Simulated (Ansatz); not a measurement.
A crystal relaxed with r2SCAN+rVV10 in Ansatz 0.2.0 has space group Cmcm (No. 63) and a = 4.127 Å, b = 11.739 Å, c = 4.260 Å.

```
atom  site       x       y       z
  Pb    4c  0.5000  0.6277  0.7500
  Xx    4c  0.5000  0.8563  0.7500
```

The r2SCAN gap is indirect, 1.36 eV (T–Y (0.26 of the way from T) to Y–C₀ (0.21 of the way from Y)), below the direct gap of 1.49 eV at T–Y (0.26 of the way from T). The HSE06 gap is indirect, 1.61 eV (T–Y (0.26 of the way from T) to Y), below the direct gap of 1.67 eV at T–Y (0.26 of the way from T). With PBE the valence top lies at T–Y (0.30 of the way from T) and the conduction bottom at Y–C₀ (0.20 of the way from Y), 1.11 eV higher; the smallest vertical gap, at T–Y (0.30 of the way from T), is 1.19 eV. Meshes: r2SCAN 6×6×6, HSE06 4×4×4, PBE 6×6×6.

Question: Which element is Xx?
A. Se
B. S
C. O
D. Te

Answer: B. Xx is S: PbS (Cmcm) from a database structure. Pb has 5 S at 2.68–2.97 Å; S has 5 Pb at 2.68–2.97 Å.

(Simulation; spin polarisation is off.)

Spin-orbit coupling is left out; in compounds of Pb, Bi, Tl or Hg it can lower a gap by up to about 1 eV, split its edges or invert the bands.

Where an edge lies off the special points, it is a point of the mesh or the k point where a search put PBE's edge or least direct gap, reused for the other functionals, whose own edges may lie a little apart; PBE's own value is read along its path and can be a few hundredths of an eV high.

The meshes of the hybrids are coarse, so their gaps aren't converged to the digits shown.
